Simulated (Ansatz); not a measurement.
Born–Oppenheimer molecular dynamics of a periodic cell of 12 atoms, ZrO2 (start crystal ZrO2, start structure P4_2/nmc, volume 1.1 times the crystal's). It starts from an unrelaxed structure (largest force component 0.57 eV/Å).

These are results of DFT r2SCAN, scalar-relativistic, plane waves, PAW (Ansatz 0.2.0), not measurements. Settings: accuracy low, PAW set soft_1, cutoff 500 eV, k mesh 2x2x2, fermi-dirac smearing 0.3 eV, no spin polarisation.

```json
{
  "ensemble": "NVT, Langevin thermostat",
  "time step": "0.75 fs",
  "steps asked": "80",
  "set temperature": "3500 K",
  "friction": "0.02 /fs",
  "seed": "57527"
}
```

First frame:

```xyz
12
Lattice="-3.7286 -3.7286 0.0000 3.7286 -3.7286 0.0000 0.0000 0.0000 5.3802" Properties=species:S:1:pos:R:3
Zr 0.000 -3.729 0.000
Zr 1.864 -1.864 2.690
O 0.000 -1.864 1.081
O 0.000 -1.864 3.772
O 1.864 -3.729 1.609
O 1.864 -3.729 4.299
Zr 0.000 0.000 0.000
Zr -1.864 -1.864 2.690
O 0.000 -5.593 1.081
O 0.000 -5.593 3.772
O -1.864 -3.729 1.609
O -1.864 -3.729 4.299
```

Problem. What does the run give?

Solution. The run went to its last step.

| Item | Value |
| --- | --- |
| steps done | 80 |
| time covered | 60 fs |
| mean temperature over the second half | 3278 K |
| spread of the potential energy over the second half | 22.7 meV per atom |
| mean potential energy of the second half above the start | 267.7 meV per atom |

A run of 0.06 ps of so small a system gives no equilibrium averages. Limits of this set-up: coarse k mesh, low accuracy level.

Problem. What happens to the structure?

Solution. Mean squared displacements from the first frame to the last, about the centre of mass: Zr 0.02 Å², O 0.36 Å². This is one draw of velocities; another would differ in detail.

Problem. How do temperature and energy run in time?

Solution. 
```json
{"time (fs)": "0", "T (K)": "3208", "potential energy less start (eV)": "0.000"}
{"time (fs)": "4.5", "T (K)": "3359", "potential energy less start (eV)": "0.592"}
{"time (fs)": "9", "T (K)": "2868", "potential energy less start (eV)": "2.017"}
{"time (fs)": "13.5", "T (K)": "2197", "potential energy less start (eV)": "3.275"}
{"time (fs)": "18", "T (K)": "1945", "potential energy less start (eV)": "4.004"}
{"time (fs)": "22.5", "T (K)": "2433", "potential energy less start (eV)": "3.652"}
{"time (fs)": "27", "T (K)": "3491", "potential energy less start (eV)": "2.864"}
{"time (fs)": "31.5", "T (K)": "2689", "potential energy less start (eV)": "2.912"}
{"time (fs)": "36", "T (K)": "2403", "potential energy less start (eV)": "3.519"}
{"time (fs)": "40.5", "T (K)": "2602", "potential energy less start (eV)": "3.542"}
{"time (fs)": "45", "T (K)": "4040", "potential energy less start (eV)": "2.888"}
{"time (fs)": "49.5", "T (K)": "3668", "potential energy less start (eV)": "2.922"}
{"time (fs)": "54", "T (K)": "3681", "potential energy less start (eV)": "3.259"}
{"time (fs)": "58.5", "T (K)": "3750", "potential energy less start (eV)": "3.419"}
```

Run time: 14 min on 1 thread of Arm Neoverse V2, on a shared host, peak memory 0.59 GiB.
